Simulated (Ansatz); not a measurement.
GaP (rocksalt type), DFT, LDA, all-electron LAPW, scalar-relativistic (Ansatz 0.2.0), on 1 thread of Arm Neoverse V1 (shared host).

Command: `ansatz run input.yaml --threads 1 --pin off --max-ram 2048MiB --backend cpu --events-out ev --progress --plain --runs-dir out`

```yaml
crystal:
  lattice:
    - [0.0, 2.5253746113, 2.5253746113]
    - [2.5253746113, 0.0, 2.5253746113]
    - [2.5253746113, 2.5253746113, 0.0]
  atoms:
    - { symbol: Ga, position: [0.0, 0.0, 0.0] }
    - { symbol: P, position: [0.5, 0.5, 0.5] }
kpoints:
  mp_grid: { grid: [14, 14, 14] }
  band_path:
    path:
      - [0.0, 0.0, 0.0]
      - [0.5, 0.0, 0.5]
      - [0.625, 0.25, 0.625]
      - [0.375, 0.375, 0.75]
      - [0.0, 0.0, 0.0]
      - [0.5, 0.5, 0.5]
      - [0.5, 0.25, 0.75]
      - [0.5, 0.0, 0.5]
    npoints: 14
scf:
  occupations: { method: fermi_dirac, width: 0.1 }
hamiltonian:
  xc: lda
  pseudopotentials: { kind: all_electron, lapw: { basis_error: 0.001 } }
output:
  forces: true
  stress: true
  eigenvalues: true
  populations: true
  dos: { projected: true, de: 0.2, e_range: [-14, 8] }
```

How large is the problem that the program sets up?

104 irreducible k-points, 259 plane waves at Γ, 21 bands.

About how long does it take?

22 s of wall time for 8 SCF iterations. Times on shared machines scatter by tens of per cent.
